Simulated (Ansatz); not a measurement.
GeTe in space group R3m (No. 160; Ge on 3a, Te on 3a) under volume change, DFT-HSE06 in the program Ansatz with PAW potentials, shape and atoms relaxed at each volume.

```csv
V (Å³/atom),E − E(relaxed) (meV/atom),P (GPa)
25.236,30.9,4.43
26.068,12.7,2.63
26.900,?,?
27.732,0.0,0.01
28.564,2.4,-0.90
29.396,?,?
30.228,18.0,-1.99
```

Problem. Some entries are withheld; supply them.

Solution. 
- 29.396, E − E(relaxed) (meV/atom): 8.8
- 29.396, P (GPa): -1.60
- 26.900, E − E(relaxed) (meV/atom): 3.0
- 26.900, P (GPa): 1.18

Problem. What does a third-order Birch–Murnaghan fit give for V₀, B₀ and B′?

Solution. V₀ = 27.74 Å³/atom, B₀ = 33.2 GPa, B′ = 7.6.

The cell was relaxed with HSE06 under the symmetry of its start. Spin–orbit coupling is left out wherever it is not named.

Potentials: the later of the program's two PAW sets.
